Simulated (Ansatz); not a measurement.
**Ta2C: pressure against volume**

Ta2C, P-3m1, a = 3.110 Å, c = 4.942 Å. The structure is a COD entry; whether it is the stable form wasn't checked. Ansatz: r2SCAN, PAW, 500 eV, Γ-centred 18×18×8 mesh on 3 atoms, Gaussian smearing 0.10 eV; no spin polarisation. Shape and atoms are relaxed at each volume; pressure is positive in compression.

```
V (Å³/atom) P (GPa)
     12.973    19.17
     13.387     8.83
     13.801     0.00
     14.215    -7.52
     14.629        ?
```

Problem. Take V0 = 13.801 Å³/atom, fit the third-order Birch–Murnaghan form to the other rows, and predict the missing pressure.

Solution. With the Eulerian strain f = ½[(V0/V)^(2/3) − 1] and y = P/[3f(1 + 2f)^(5/2)], the form is the line y = B0 + 1.5 B0 (B0′ − 4) f. Rows (f, y): 0.02105, 273.8; 0.01026, 272.7; -0.00976, 269.8. Means f = 0.007183, y = 272.10; Σ(Δf)² = 0.0004888, ΣΔfΔy = 0.06439; the slope is their ratio. y = 271.2 + 131.7 f GPa, so B0 = 271.2 GPa and B0′ = 4 + 2 × (131.7)/(3 × 271.2) = 4.32. At V = 14.629, f = -0.01905, y = 268.69 and P = -13.93 GPa. The run gave -13.94 GPa, so the fit is 0.01 GPa too high, within twice the rms miss on the fitted rows (0.007 GPa). The form still works here, 33 % of the fitted range beyond its end.

Spin–orbit coupling is left out, which can shift energies with elements as heavy as these.